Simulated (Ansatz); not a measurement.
Run this with Ansatz 0.2.0, Python API and show what comes out.

`scf.py`:
```python
'''Self-consistent field of BaS at the given structure.'''

import ansatz as az


def main() -> None:
    lattice = az.Lattice.of(
        (0.0, 3.19375, 3.19375),
        (3.19375, 0.0, 3.19375),
        (3.19375, 3.19375, 0.0),
    )
    sites = [
        ('Ba', (0.0, 0.0, 0.0)),
        ('S', (0.5, 0.5, 0.5)),
    ]
    structure = az.Crystal(lattice=lattice)
    for symbol, position in sites:
        structure = structure.atom(symbol, position)

    # functional, basis and sampling
    base = (
        structure.calculation()
        .functional('PBE')
        .basis(420)
        .kpoints(4, 4, 4)
        .occupations('fixed')
        .compute(band_table=True)
    )
    planned = base.session().plan(threads=1)
    facts = planned.describe()
    print('plan:', facts['n_bands'], 'bands,', len(facts['kpoints_frac']), 'k-points, plane waves', facts['n_pw_range'], 'grid', facts['fft_dense'])
    outcome = planned.execute()
    summary = outcome.report

    energy = summary['free_energy_ev']
    print('BaS: {:.6f} eV = {:.6f} Ry = {:.6f} Ha'.format(energy, energy / 13.605693, energy / 27.211386))
    print('Fermi level {:.4f} eV, {} k-points, {} symmetry operations'.format(summary['fermi_energy_ev'], summary['n_kpoints'], summary['n_symmetry_ops']))

    fermi = summary['fermi_energy_ev']
    print('levels less the Fermi level (eV) at the first k-points')
    for k, levels in list(zip(summary['kpoints_frac'], summary['eigenvalues_ev']))[:6]:
        print('k = ({:.3f}, {:.3f}, {:.3f})'.format(*k))
        print('   ', ' '.join(f'{e - fermi:.3f}' for e in levels))

    print(base.to_yaml())

    print(len(summary['kpoints_frac']), 'irreducible k-points (fractions, weight)')
    for k, weight in list(zip(summary['kpoints_frac'], summary['kweights']))[:20]:
        print('  {:8.4f} {:8.4f} {:8.4f}'.format(*k), f'{weight:10.6f}')


if __name__ == '__main__':
    main()
```

```console
$ python scf.py
plan: 12 bands, 8 k-points, plane waves [1243, 1287] grid [32, 32, 32]
BaS: -6855.856747 eV = -503.896181 Ry = -251.948091 Ha
Fermi level 5.7955 eV, 8 k-points, 48 symmetry operations
levels less the Fermi level (eV) at the first k-points
k = (0.000, 0.000, 0.000)
    -25.945 -11.006 -11.006 -11.006 -10.288 -0.000 -0.000 0.000 3.687 3.962 3.962 3.962
k = (0.000, 0.000, 0.250)
    -25.923 -11.753 -11.025 -11.025 -9.497 -1.096 -0.579 -0.579 4.121 4.802 4.802 5.467
k = (0.000, 0.000, -0.500)
    -25.900 -12.164 -11.044 -11.044 -9.037 -1.856 -1.013 -1.013 5.549 5.634 6.407 6.407
k = (0.000, 0.250, 0.250)
    -25.915 -11.616 -11.103 -11.103 -9.678 -1.224 -0.141 -0.141 2.876 4.776 5.362 5.749
k = (0.000, 0.250, -0.500)
    -25.893 -11.842 -11.221 -11.122 -9.521 -1.121 -0.683 -0.588 3.481 5.979 6.794 6.943
k = (0.000, 0.250, -0.250)
    -25.900 -11.910 -11.227 -11.045 -9.315 -1.503 -0.936 -0.399 4.495 5.338 5.376 6.096
crystal:
  lattice:
    - [0.0, 3.19375, 3.19375]
    - [3.19375, 0.0, 3.19375]
    - [3.19375, 3.19375, 0.0]
  atoms:
    - { symbol: Ba, position: [0.0, 0.0, 0.0] }
    - { symbol: S, position: [0.5, 0.5, 0.5] }
basis:
  ecutwfc: 420.0
kpoints:
  mp_grid:
    grid: [4, 4, 4]
hamiltonian:
  xc: pbe
scf:
  occupations:
    method: fixed
output:
  eigenvalues: true

8 irreducible k-points (fractions, weight)
    0.0000   0.0000   0.0000   0.015625
    0.0000   0.0000   0.2500   0.125000
    0.0000   0.0000  -0.5000   0.062500
    0.0000   0.2500   0.2500   0.093750
    0.0000   0.2500  -0.5000   0.375000
    0.0000   0.2500  -0.2500   0.187500
    0.0000  -0.5000  -0.5000   0.046875
    0.2500  -0.5000  -0.2500   0.093750
```

Caveats:
- Absolute energies stand on the zero of these potentials, so only differences at equal settings mean something. A total without «per atom» is that of the cell as typed.
- The computed bands are complete only to about 4.0 eV above the Fermi level.
- Under fixed occupations the level called the Fermi level is the highest filled one on the SCF mesh; off the mesh a filled band can lie a little above it.
- Energy and stress may still move on a finer k-point mesh.
- Only differences from the Fermi energy are physical; the zero of the scale is a convention.
- The starting cell is as deposited in a crystallographic database; the results hold for this polymorph, which needn't be the stable one.
- Levels are Kohn-Sham eigenvalues on this mesh, without spin-orbit coupling.
- The whole script took 0.5 s on 1 thread of AMD EPYC 9R45 96-Core Processor (Zen 5) (shared host), peak memory 0.36 GiB.

(Lines on the test bed's own set-up are left out of the output.)
